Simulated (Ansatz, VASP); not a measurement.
## AlRu in VASP and in Ansatz

```
Ru Al
1.0
     2.46165    0.00000    0.00000
     0.00000    2.46165    0.00000
     0.00000    0.00000    2.46165
Ru Al
1 1
Cartesian
  0.0000 0.0000 0.0000
  1.2308 1.2308 1.2308
```

Change from the starting cell: volume scaled by 0.55, LAPW.

Alike in both runs: task single point; functional PBE; k mesh 13 × 13 × 13; occupations fermi-dirac, width 0.1 eV; no spin polarisation.

|  | VASP | Ansatz |
| --- | --- | --- |
| version | VASP 6.6.1 | Ansatz 0.2.0 |
| potentials or method | VASP PAW PBE potentials, release 64 (Ru_pv, Al), cutoff 520 eV | all-electron LAPW, scalar-relativistic |

```csv
,VASP,Ansatz,Ansatz less VASP
pressure (GPa),438.1,432.7,-5.42
```

Ansatz ran all-electron here, so the differences hold the error of VASP's frozen core and of both bases.

Caveats: the cell as given lies far from equilibrium; so large a pressure means that the cell lies far from this level's equilibrium, or that cutoff or potentials fall short (VASP).
